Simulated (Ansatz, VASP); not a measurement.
Two plane-wave programs on InSb3

File INCAR:

```
SYSTEM = InSb3
PREC = Accurate ; ENCUT = 520
EDIFF = 1E-6 ; ISMEAR = 0
SIGMA = 0.1 ; LREAL = .False.
LASPH = .True. ; NELM = 60
ALGO = Normal ; ISIF = 2
LWAVE = .False. ; LCHARG = .True.
GGA = PE ; LELF = .True.
LVHAR = .True. ; NBANDS = 22
```

Contents of KPOINTS:

```
regular mesh
0
Gamma
  6 6 6
  0 0 0
```

Contents of POSCAR:

```
InSb3
1.0
    4.8063670000      0.0000000000      0.0000000000
    0.0000000000      4.8063670000      0.0000000000
    0.0000000000      0.0000000000      4.8063670000
In Sb
1 3
Direct
    0.0000000000      0.0000000000      0.0000000000
    0.5000000000      0.0000000000      0.5000000000
    0.0000000000      0.5000000000      0.5000000000
    0.5000000000      0.5000000000      0.0000000000
```

Input for Ansatz:

```yaml
crystal:
  lattice:
    - [4.806367, 0.0, 0.0]
    - [0.0, 4.806367, 0.0]
    - [0.0, 0.0, 4.806367]
  atoms:
    - { symbol: In, position: [0.0, 0.0, 0.0] }
    - { symbol: Sb, position: [0.5, 0.0, 0.5] }
    - { symbol: Sb, position: [0.0, 0.5, 0.5] }
    - { symbol: Sb, position: [0.5, 0.5, 0.0] }
basis:
  ecutwfc: 420
kpoints:
  mp_grid: { grid: [6, 6, 6] }
hamiltonian:
  xc: pbe
scf:
  occupations: { method: gaussian, width: 0.1 }
output:
  forces: true
  stress: true
  eigenvalues: true
```

The cell comes from a database or a generator and needn't be the stable form of this composition.

Alike in both runs: task single point; functional PBE; k mesh 6 × 6 × 6; occupations gaussian, width 0.1 eV; no spin polarisation.

```csv
,VASP,Ansatz
version,VASP 6.6.1,Ansatz 0.2.0
potentials or method,"VASP PAW PBE potentials, release 64 (In_d, Sb)","scalar-relativistic, plane waves, PAW"
plane-wave cutoff (eV),520,420
valence electrons in the cell,28,58
```

```csv
,VASP,Ansatz,Ansatz less VASP
gap on the k mesh at the Fermi level (eV),none,none,-
pressure (GPa),0.1,0.2,+0.11
```

A gap of «none» marks a metal or a gap that the smearing closes. The functional is the same, so the differences come from potentials, cutoffs and numerics. The two sets of potentials don't hold the same shells in valence.

Spin-orbit coupling is left out, which matters for the levels of Sb.
